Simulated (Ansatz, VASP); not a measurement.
**Two plane-wave programs on CaO**

```
Ca O
1.0
     0.00000    2.44900    2.44900
     2.44900    0.00000    2.44900
     2.44900    2.44900    0.00000
Ca O
1 1
Direct
  0.97448 0.02552 0.02552
  0.50000 0.50000 0.50000
```

Change from the starting cell: all Ca atoms moved +0.125 Å, as atom 1 along Cartesian [1 0 0].

Alike in both runs: task single point; functional LDA; k mesh 8 × 8 × 8; occupations gaussian, width 0.05 eV; no spin polarisation.

```csv
,VASP,Ansatz
version,VASP 6.6.1,Ansatz 0.2.0
potentials or method,"VASP PAW LDA potentials, release 64 (Ca_sv, O)","scalar-relativistic, plane waves, PAW"
plane-wave cutoff (eV),520,420
valence electrons in the cell,16,16
```

VASP gave:

| Item | Value |
| --- | --- |
| gap on the k mesh at the Fermi level (eV) | 3.53 |
| least direct gap on the mesh (eV) | 3.88 |
| pressure (GPa) | -10.7 |
| largest component of the traceless stress (GPa) | 1.19 |
| rms of the force components (eV/Å) | 0.152 |

Q: Estimate Ansatz's values.

A: gap on the k mesh at the Fermi level (eV): 3.55; least direct gap on the mesh (eV): 3.90; pressure (GPa): -11.3; largest component of the traceless stress (GPa): 1.13; rms of the force components (eV/Å): 0.141.

Atom by atom the forces differ by 0.011 eV/Å (rms over components).

A k mesh can miss the band edges.
